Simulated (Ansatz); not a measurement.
A (001) slab of TiAl (P4/mmm (No. 123)), 7 planes, outer planes Al (top) and Al (bottom), with 7 atoms (Ti3Al4) in a surface cell of A = 7.964 Å², as cut from the bulk:

```xyz
7
Lattice="2.8221 0.0000 0.0000 0.0000 2.8221 0.0000 0.0000 0.0000 27.2303" Properties=species:S:1:pos:R:3 pbc="T T T"
Al    1.4110    1.4110    7.5000
Ti    0.0000    0.0000    9.5384
Al    1.4110    1.4110   11.5768
Ti    0.0000    0.0000   13.6151
Al    1.4110    1.4110   15.6535
Ti    0.0000    0.0000   17.6919
Al    1.4110    1.4110   19.7303
```

Level of theory: Ansatz, DFT PBE, scalar-relativistic, plane waves, PAW. Plane waves to 420 eV, a k mesh through Γ of 12×12×1 on the computed 7-atom cell and Gaussian smearing (0.10 eV); no spin polarisation. The cell repeats along c with a dipole correction in the vacuum.

The relaxed slab holds 3 formula units of TiAl and 1 further Al. Against those formula units in the bulk and the further Al in its standard state it lies 1.241 eV higher. The formation energy of TiAl from the standard states is -0.811 eV a formula unit (uncorrected, no zero-point or thermal terms).

Q: Over what range can the chemical potential of Al vary, and what is the surface energy at both ends?

A: In contact with the bulk, μ(Al) + μ(Ti) is fixed. With Δμ counted from the standard states, Δμ(Al) ≤ 0 keeps elemental Al from forming, and Δμ(Ti) ≤ 0 requires Δμ(Al) ≥ ΔH = -0.811 eV. Other compounds of Al and Ti can narrow this range. Then γ, the mean of both faces, = [1.241 eV − 1.00·Δμ(Al)]/(2A). At the Al-rich end (Δμ = 0): 1.241/(2 × 7.964) × 16.02 = 1.25 J/m². At the Al-poor end: (1.241 + 0.811)/(2 × 7.964) × 16.02 = 2.06 J/m².

Q: How does its energy depend on growth conditions?

A: It carries an excess of Al, so its energy falls by 1.01 J/m² for each eV that μ(Al) rises: Al-rich conditions lower it; whether it appears depends on the other terminations.